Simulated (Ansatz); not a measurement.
What a trial cell of Se relaxes into

Computed with Ansatz, DFT PBEsol, scalar-relativistic, plane waves, PAW. Cutoff 420 eV, Γ-centred k mesh, Gaussian smearing, no spin polarisation in the final step.

The start puts Se on the beta-tungsten (A15) structure type (Pm-3n, No. 223), at a guessed volume.

```yaml
crystal:
  lattice:
    - [5.98017, 0.00000, 0.00000]
    - [0.00000, 5.98017, 0.00000]
    - [0.00000, 0.00000, 5.98017]
  atoms:
    - { symbol: Se, position: [0.50000, 0.50000, 0.50000] }
    - { symbol: Se, position: [0.00000, 0.00000, 0.00000] }
    - { symbol: Se, position: [0.25000, 0.00000, 0.50000] }
    - { symbol: Se, position: [0.50000, 0.25000, 0.00000] }
    - { symbol: Se, position: [0.50000, 0.75000, 0.00000] }
    - { symbol: Se, position: [0.75000, 0.00000, 0.50000] }
    - { symbol: Se, position: [0.00000, 0.50000, 0.75000] }
    - { symbol: Se, position: [0.00000, 0.50000, 0.25000] }
```

Cell and atoms relax at zero pressure; the relaxation can't lower the symmetry of the start. After a coarse first stage the cell is made exact in the group found at 0.06 Å.

Energies count from the standard state of Se at the same level.

Task: Describe the relaxed structure.

Result: It keeps Pm-3n (No. 223). The result has the beta-tungsten (A15) structure. Conventional cell: a = 5.391 Å. Around Se on Wyckoff site a (2 atoms of the primitive cell) lie 12 Se at 3.01 Å; Se on Wyckoff site c (6 atoms of the primitive cell) is coordinated by 2 Se at 2.70 Å, 4 Se at 3.01 Å and 8 Se at 3.30 Å.

```xyz
8
Lattice="5.3913 0.0000 0.0000 0.0000 5.3913 0.0000 0.0000 0.0000 5.3913" Properties=species:S:1:pos:R:3 pbc="T T T"
Se    2.6956    2.6956    2.6956
Se    0.0000    0.0000    0.0000
Se    1.3478    0.0000    2.6956
Se    2.6956    1.3478    0.0000
Se    2.6956    4.0435    0.0000
Se    4.0435    0.0000    2.6956
Se    0.0000    2.6956    4.0435
Se    0.0000    2.6956    1.3478
```

Task: What are its volume, energy, density and gap?

Result: The volume per atom is 19.59 Å³. The density is 6.69 g/cm³, the energy over the standard structure is 0.65 eV/atom and the gap on the 8×8×8 mesh is 0 eV (a metal).

The final run used a 8×8×8 mesh on its 8-atom cell and 0.10 eV smearing. The k mesh leaves about 4 meV/atom of noise in metals. Symmetry constrained the relaxation, so the result can be a saddle point.